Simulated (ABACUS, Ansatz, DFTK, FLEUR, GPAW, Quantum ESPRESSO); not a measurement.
Cost and result for the band gap of KI

**What was measured.** The band gap of KI (Fm-3m) is reported as 6.32 eV (a printed reference work). The runs below try to reproduce it.

```cif
data_structure
_symmetry_space_group_name_H-M 'Fm-3m'
_symmetry_Int_Tables_number 225
_cell_length_a 7.0655
_cell_length_b 7.0655
_cell_length_c 7.0655
_cell_angle_alpha 90.000
_cell_angle_beta 90.000
_cell_angle_gamma 90.000
_cell_volume 352.73
loop_
_atom_site_label
_atom_site_type_symbol
_atom_site_symmetry_multiplicity
_atom_site_Wyckoff_symbol
_atom_site_fract_x
_atom_site_fract_y
_atom_site_fract_z
_atom_site_occupancy
I1 I 4 b 0.50000 0.00000 0.00000 1
K1 K 4 a 0.00000 0.00000 0.00000 1
```

| rung | level | program and potentials | cutoff (eV) | k mesh | task | core time | chip | band gap (eV) | miss (eV) | notes |
| --- | --- | --- | --- | --- | --- | --- | --- | --- | --- | --- |
| LDA | LDA | Ansatz, all-electron LAPW, scalar-relativistic | - | 7 × 7 × 7 | band structure | 7.8 s | Arm Neoverse V1 | 3.60 | -2.72 | - |
| GGA | PBEsol | Ansatz, all-electron LAPW, scalar-relativistic | - | 7 × 7 × 7 | band structure | 9 s | Arm Neoverse V1 | 3.82 | -2.50 | - |
| LDA | LDA | FLEUR, all-electron, FLAPW | - | 7 × 7 × 7 | band structure | 67 s | Arm Neoverse V1 | 3.61 | -2.71 | - |
| GGA | PBEsol | Quantum ESPRESSO, PseudoDojo 0.4.1 SR PBEsol standard | 1007 | 7 × 7 × 7 | band structure | 67 s | Intel Xeon 6975P-C Granite Rapids | 3.81 | -2.51 | 8 valence electrons an atom on average |
| GGA | PBEsol | ABACUS, PseudoDojo NC SR 0.5 PBE stringent, plane waves | 1537 | 6 × 6 × 6 | single point | 72 s | AMD EPYC 9R14 Zen 4 | 3.82 | -2.50 | potentials made for PBE; 17 valence electrons an atom on average |
| LDA | LDA | GPAW, PAW data sets generated for this functional | 600 | 5 × 5 × 5 | band structure | 80 s | Arm Neoverse V1 | 3.62 | -2.70 | 8 valence electrons an atom on average |
| LDA | LDA | DFTK, cp2k.nc.sr.lda.v0_1.largecore.gth (LDA, GTH, large core) | 544 | 7 × 7 × 7 | band structure | 2 min | Intel Xeon Platinum 8488C Sapphire Rapids | 3.57 | -2.75 | 4 valence electrons an atom on average |
| GGA | AM05 | FLEUR, all-electron, FLAPW | - | 7 × 7 × 7 | band structure | 2 min | Arm Neoverse V1 | 3.65 | -2.67 | - |
| hybrid | PBE0 | Ansatz, PAW datasets made for the crystal | 290 | 6 × 6 × 6 | single point | 2.6 min | Intel Xeon Platinum 8488C Sapphire Rapids | 5.65 | -0.67 | 13 valence electrons an atom on average |
| GGA | PBE | Quantum ESPRESSO, PseudoDojo 0.4.1 SR PBE standard | 1007 | 7 × 7 × 7 | band structure | 2.7 min | Arm Neoverse V1 | 3.96 | -2.36 | 8 valence electrons an atom on average |
| GGA | PBE | DFTK, SPMS 1.0 (PBE) | 816 | 7 × 7 × 7 | band structure | 2.8 min | Intel Xeon Platinum 8488C Sapphire Rapids | 3.96 | -2.36 | 8 valence electrons an atom on average |
| non-local van der Waals functional | vdW-DF3-opt2 | Quantum ESPRESSO, PseudoDojo 0.4.1 SR PBE standard | 1007 | 7 × 7 × 7 | band structure | 4.7 min | Arm Neoverse V1 | 3.76 | -2.56 | potentials made for PBE; 8 valence electrons an atom on average |
| non-local van der Waals functional | rev-vdW-DF2 | Quantum ESPRESSO, PseudoDojo 0.4.1 SR PBE standard | 1007 | 7 × 7 × 7 | band structure | 4.7 min | Arm Neoverse V1 | 3.81 | -2.51 | potentials made for PBE; 8 valence electrons an atom on average |

Times are single runs on shared hosts and different chips, so they are rough; meshes, cutoffs and the tasks' sizes weigh on the time. All rows: no spin polarisation. Gaps are the least found on the k mesh or the band path, and a mesh can miss the band edges. The cell comes from a database and isn't always the measured one. Meshes differ between rows, which moves values too. All levels ran on this one cell, unrelaxed unless noted. Meshes are those of the run's cell of 2 atoms unless a note names another. Misses use the values as printed. Runs on faulty files, with rough fits or with known faults for this quantity aren't shown. No row holds spin-orbit coupling.

By rung: LDA 3.57 to 3.62; GGA 3.65 to 3.96; non-local van der Waals functional 3.76 to 3.81; hybrid 5.65 (eV). Measured: 6.32 eV (a printed reference work). Closest is PBE0 (-0.67 eV). LDA and GGA gaps fall short mostly because these functionals lack the derivative discontinuity; the runs are for a static lattice, while measurements hold temperature and zero-point motion; rows without SOC leave out spin-orbit coupling, which moves the band edges where heavy atoms are present.
